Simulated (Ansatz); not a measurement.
# TiO2 (Pbcn):O_i (4-fold void), thermodynamic levels from a 96-atom cell, part 2 of 2

Wanted: the transition levels of a self-interstitial in TiO2 (Pbcn), from a cell of 96 host atoms with 1 O put in.

Ansatz; place-levels on r2SCAN runs: charge-transition levels and formation energies with image-charge correction and potential alignment at the atomic sites; PAW set soft_1.

So far. Step 3 (Levels against the band edges, r2SCAN): Under r2SCAN the gap is 3.05 eV, (+1/0) 0.84, (0/−1) 2.59, (−1/−2) 1.47 eV; the steps are inverted, so the lowest state changes at (0/−2) 2.03 eV.

### 4. The same at the relaxations' own k-points

The relaxations' own energies give the levels at their sampling, for comparison.

The input, levels.relax_mesh.yaml:

```yaml
host:
  run: host.relax.run
  levels_from: { run: edges.relax.run }
states: [qm2.relax.run, qm2_M2.relax.run, qm1_M1.relax.run, q0.relax.run, q0_M2.relax.run, qp1_M1.relax.run]
chemical_potentials:
  O:
    energy: -565.989614
    dataset: <sha256 of the dataset>
```

On the command line:

```console
> ansatz place-levels levels.relax_mesh.yaml -- --threads 10 --pin off --max-ram 37683MiB
```

Numbers of over 12 decimals in the logs are rounded to 6 here.

The program printed:

```text
(+1/0) 0.829 eV above the valence edge, 2.217 eV under the conduction edge
[...]
formation energy of charge +1: +1.550 eV with the Fermi level at the valence edge
formation energy of charge 0: +2.379 eV with the Fermi level at the valence edge
formation energy of charge -1: +4.976 eV with the Fermi level at the valence edge
formation energy of charge -2: +6.433 eV with the Fermi level at the valence edge
  edges by r2scan of host.levels_from (edges.relax.run), its mesh sampled to repeats of 27.28 Å (the valence edge +0.137 eV and the conduction edge -0.074 eV from those of the host's own run), gap 3.046 eV; the host is sampled to repeats of 13.36 Å
[... the lines on each state left out ...]
```

It took 0.28 s on 10 threads of AMD EPYC 7R13 (Zen 3), shared host.

Levels between neighbouring charges, in eV above the valence top:

```
                        gap (eV)  (+1/0)  (0/−1)  (−1/−2)
one point at (¼, ¼, ¼)      3.05    0.83    2.60     1.46
  a 2×2×2 shifted mesh      3.05    0.84    2.59     1.47
```

Going from one point at (¼, ¼, ¼) to a 2×2×2 shifted mesh moves the levels that carry no band-filling term by up to 0.01 eV and formation energies against the elements by up to 0.01 eV.

### 5. place-levels, PBEsol

PBEsol on the same structure is run to see how far the result rests on the functional, though not on the errors that semilocal functionals share; the sampling changes too, to one point at (¼, ¼, ¼), so differences hold both changes.

The input, qm2.pbesol/input.yaml:

```yaml
crystal:
  checkpoint: "../qm2.relax.run"
  host: checkpoint
total_charge: -2
basis:
  ecutwfc: 420
  xc_grid: 2
hamiltonian:
  xc: pbesol
  pseudopotentials: { kind: paw, azcp: { folder: soft_1 }, xc_functional: pbe }
kpoints:
  mp_grid: { grid: [1, 1, 1], shift: [0.25, 0.25, 0.25] }
scf:
  occupations: { method: fermi_dirac, width: 0.01 }
  max_iter: 100
output:
  forces: true
  eigenvalues: true
  charged_corrections:
    epsilon: [8.12, 6.56, 7.66]
    static_epsilon: [96.87, 32.6, 88.33]
    defect_position: [0.312369, 0.062218, 0.378465]
  eigenstates: { localisation: true }
  populations: true
checkpoint:
  write: "../qm2.pbesol.run"
  compress: false
  write_wavefunctions: false
  write_every: 100000
```

Wall time 3.4 s (1 × NVIDIA H100 80GB HBM3 with 10 threads); peak memory 1.4 GiB; 8.9 s of CPU time.

The input, levels.pbesol.yaml:

```yaml
host:
  run: host.pbesol.run
  levels_from: { run: edges.pbesol.run }
states: [qm2.pbesol.run, qm2_M2.pbesol.run, qm1_M1.pbesol.run, q0.pbesol.run, q0_M2.pbesol.run, qp1_M1.pbesol.run]
geometry_from:
  qm2.pbesol.run: qm2.relax.run
  qm2_M2.pbesol.run: qm2_M2.relax.run
  qm1_M1.pbesol.run: qm1_M1.relax.run
  q0.pbesol.run: q0.relax.run
  q0_M2.pbesol.run: q0_M2.relax.run
  qp1_M1.pbesol.run: qp1_M1.relax.run
  host.pbesol.run: host.relax.run
chemical_potentials:
  O:
    energy: -558.291301
    dataset: <sha256 of the dataset>
```

On the command line:

```console
> ansatz place-levels levels.pbesol.yaml -- --threads 10 --pin off --max-ram 37683MiB
```

The program printed:

```text
(+1/0) 0.614 eV above the valence edge, 2.024 eV under the conduction edge
[...]
formation energy of charge +1: +1.363 eV with the Fermi level at the valence edge
formation energy of charge 0: +1.977 eV with the Fermi level at the valence edge
formation energy of charge -1: +4.369 eV with the Fermi level at the valence edge
formation energy of charge -2: +5.448 eV with the Fermi level at the valence edge
  edges by pbesol of host.levels_from (edges.pbesol.run), its mesh sampled to repeats of 27.28 Å (the valence edge +0.136 eV and the conduction edge -0.097 eV from those of the host's own run), gap 2.638 eV; the host is sampled to repeats of 13.36 Å
[... the lines on each state left out ...]
```

Wall time 0.5 s (10 threads).

Under PBEsol the gap is 2.64 eV, (+1/0) 0.61, (0/−1) 2.39, (−1/−2) 1.08 eV; the steps are inverted, so the lowest state changes at (0/−2) 1.74 eV.

### 6. The ladder

Levels between neighbouring charges, in eV above each run's own valence top:

```
                                        gap (eV)  (+1/0)  (0/−1)  (−1/−2)  GPU time a state at this stage (restarts are quicker than cold starts)
            r2SCAN, 2×2×2 shifted mesh      3.05    0.84    2.59     1.47                                                                    15 s
PBEsol on r2SCAN structures, (¼, ¼, ¼)      2.64    0.61    2.39     1.08                                                                   7.6 s
```

### 7. Summary of results

```yaml
gap_of_the_host: 3.05 eV (r2SCAN)
level_plus_1_over_0: 0.84 eV above the valence top
level_0_minus_1: 2.59 eV above the valence top, not a change between lowest states
level_minus_1_minus_2: 1.47 eV above the valence top, not a change between lowest states
level_0_minus_2: 2.03 eV above the valence top
lowest_of_the_charges_placed_just_above_the_valence_top_0p02_ev: +1
lowest_of_the_charges_placed_just_below_the_conduction_bottom_0p02_ev: −2
lowest_formation_energy_at_mid_gap_of_the_charges_run_o_rich: 2.38 eV
lowest_formation_energy_at_mid_gap_of_the_charges_run_ti_rich: 7.36 eV
```

In words: Of the charges placed (−2, −1, 0 and +1), the lowest changes at 0.84 eV (+1/0) and 2.03 eV (0/−2) above the valence top, in a gap of 3.05 eV. (0/−2) passes over charge −1, which lies 0.56 eV above the two there; a lower structure or spin state of it, if missed, would change that. Charges above +1 and below −2 were not placed, so these runs say nothing of levels that involve them. States placed: +1 at 1 μB; 0 at 0 μB and 2 μB; −1 at 1 μB; −2 at 0 μB and 2 μB. Other spin states or structures, where not listed, weren't placed. At charge −2, −1, 0 and +1 the atom put in ends up to 1.4 Å from its starting place, so the name tells the start alone and the levels can join different sites. Going from one point at (¼, ¼, ¼) to a 2×2×2 shifted mesh moves the levels that carry no band-filling term by up to 0.01 eV and formation energies against the elements by up to 0.01 eV. Keep in mind: r2SCAN makes the gap too small and tends to spread out bound carriers; where a gas molecule sets a chemical potential or the host's formation energy, its binding is uncorrected.

[Logs are printed without paths, hosts, clocks, repeated set-up lines and the standing remarks that a program may print on its own settings, such as how far it seeks lower states.]

[Hosts, paths, dates, database ids (printed as entryN), source tags and the programs' standing remarks are cut or masked in the printed files.]

[Where a table of states has a column of steps, it counts the stored structures, which are thinned; the runs took as many ionic steps or more.]

[A defect's name tells the site on which it was built; relaxed atoms can leave that site.]

[For some hosts the program warned that the k-mesh of the response run may be too coarse for force constants and the static dielectric constant; such warnings are not shown here.]
